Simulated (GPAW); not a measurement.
Runs of GPAW 26.7.0 on BP. Symmetry: F-43m, No. 216, cubic system. Conventional cell: a = 4.538 Å, b = 4.538 Å, c = 4.538 Å, α = 90.00°, β = 90.00°, γ = 90.00°. P (site symmetry -43m) has 4 B at 1.97 Å as nearest neighbours. B (site symmetry -43m) is surrounded by 4 P at 1.97 Å. 

| task | level | potentials or basis | k mesh | cutoff (eV) | smearing | eigensolver | band path | band points | mesh quality | gap on the mesh (eV) | pressure (GPa) | V0 of scaled cells (Å³/atom) | B0 (GPa) |
| --- | --- | --- | --- | --- | --- | --- | --- | --- | --- | --- | --- | --- | --- |
| equation of state | revPBE+D3(BJ) | the program's PAW data sets (release 1.2.1) made for this functional, pw | 10 × 10 × 10 | 800 | fermi-dirac 0.05 eV | - | - | - | not flagged | - | - | (c) | 175 |
| equation of state | AM05+D4 | PAW data sets generated in the run's folder for this functional, pw | 10 × 10 × 10 | 800 | fermi-dirac 0.05 eV | - | - | - | not flagged | - | - | (b) | 174 |
| electron localisation function | revTPSS | GPAW PAW data sets (gpaw-data 1.2.1), pw | 5 × 5 × 5 | 680 | fermi-dirac 0.01 eV | davidson | - | - | coarse | 1.17 | (a) | - | - |
| band structure | TPSS | GPAW PAW data sets (gpaw-data 1.2.1), pw | 10 × 10 × 10 | 800 | fermi-dirac 0.05 eV | davidson | GXWKGLUWLK,UX | 80 | not flagged | 1.29 | 1.1 | - | - |
| equation of state | LDA | PAW data sets generated in the run's folder for this functional, pw | 10 × 10 × 10 | 800 | fermi-dirac 0.05 eV | - | - | - | not flagged | - | - | 11.34 | 176 |

Alike in all rows: no spin polarisation; cell as given.

Question: Fill in the values left out.

Answer: (a) 0.0; (b) 11.36; (c) 11.30.

Caveats: some runs use coarse meshes; the PAW data sets were made with another functional, which shifts forces and pressure a little (some runs); the cutoff is short for stress and forces, so pressures can be off by a GPa or more (some runs); an odd mesh through Γ misses points on the zone boundary, where band edges often lie (some runs).

Runs at the PBE level aren't shown here.
